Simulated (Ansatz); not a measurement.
# CdSe: band gap under strain

How does strain move the band edges of CdSe (zincblende), and do the functionals agree on it? States: +1.0 % biaxial strain in x and y, free along z; -3.3 % biaxial strain in x and y, z held; +2.3 % strain along z alone.

Program: Ansatz 0.2.0. PAW datasets, plane waves. Spin-unpolarised throughout; all numbers are computed.

### Step 1. The structure to begin with

The unstrained cell was relaxed with r2SCAN; in each strained cell the atoms were relaxed again with r2SCAN. Names of k-points are those of the unstrained zone, where strain can split equivalent points. First state: +1.0 % biaxial strain in x and y, free along z.

Space group I-4m2 (No. 119), tetragonal; a = 4.383 Å, c = 6.038 Å in the conventional setting, 29.00 Å³ an atom. Around Cd lie 4 Se at 2.66 Å; around Se lie 4 Cd at 2.66 Å.

The structure in full:

```cif
data_structure
_symmetry_space_group_name_H-M 'I-4m2'
_symmetry_Int_Tables_number 119
_cell_length_a 4.3832
_cell_length_b 4.3832
_cell_length_c 6.0381
_cell_angle_alpha 90.000
_cell_angle_beta 90.000
_cell_angle_gamma 90.000
_cell_volume 116.01
loop_
_atom_site_label
_atom_site_type_symbol
_atom_site_symmetry_multiplicity
_atom_site_Wyckoff_symbol
_atom_site_fract_x
_atom_site_fract_y
_atom_site_fract_z
_atom_site_occupancy
Cd1 Cd 2 a 0.00000 0.00000 0.00000 1
Se1 Se 2 c 0.00000 0.50000 0.25000 1
```

### Step 2. +1.0 % biaxial strain in x and y, free along z: PBE

Input file input.yaml:

```yaml
crystal:
  lattice:
    - [0.0, 3.0993791087, 3.0190549762]
    - [3.0993791087, 0.0, 3.0190549762]
    - [3.0993791087, 3.0993791087, 0.0]
  atoms:
    - { symbol: Cd, position: [0.0, 0.0, 0.0] }
    - { symbol: Se, position: [0.25, 0.25, 0.25] }
kpoints:
  mp_grid: { grid: [8, 8, 8] }
  band_path:
    path:
      - [0.0, 0.0, 0.0]
      - [-0.5, -0.5, 0.0]
      - [-0.375, -0.375, 0.25]
      - [-0.375, 0.0, 0.375]
      - [0.0, 0.0, 0.5]
      - [-0.5, -0.25, 0.25]
    npoints: 1
hamiltonian:
  xc: pbe
scf:
  occupations: { method: fermi_dirac, width: 0.02 }
  n_extra_bands: 4
output:
  forces: true
  stress: true
  eigenvalues: true
```

The runs that follow: +1.0 % biaxial strain in x and y, free along z: r2SCAN; +1.0 % biaxial strain in x and y, free along z: HSE06; -3.3 % biaxial strain in x and y, z held: PBE; -3.3 % biaxial strain in x and y, z held: r2SCAN; -3.3 % biaxial strain in x and y, z held: HSE06; +2.3 % strain along z alone: PBE; +2.3 % strain along z alone: r2SCAN; +2.3 % strain along z alone: HSE06.

Before running it: what results should come out?

As calculated:

Least gap in eV (negative: overlap):

```
                                         state   PBE  r2SCAN  HSE06
+1.0 % biaxial strain in x and y, free along z  0.49    0.97   1.42
      -3.3 % biaxial strain in x and y, z held  0.65    1.15   1.60
                   +2.3 % strain along z alone  0.48    0.96   1.40
```

**Reading.** Where both were run, the HSE06 gap lies +0.92 to +0.95 eV from PBE's, each on its own k points. In PBE the gap is least under +2.3 % strain along z alone (0.48 eV) and largest under -3.3 % biaxial strain in x and y, z held (0.65 eV).
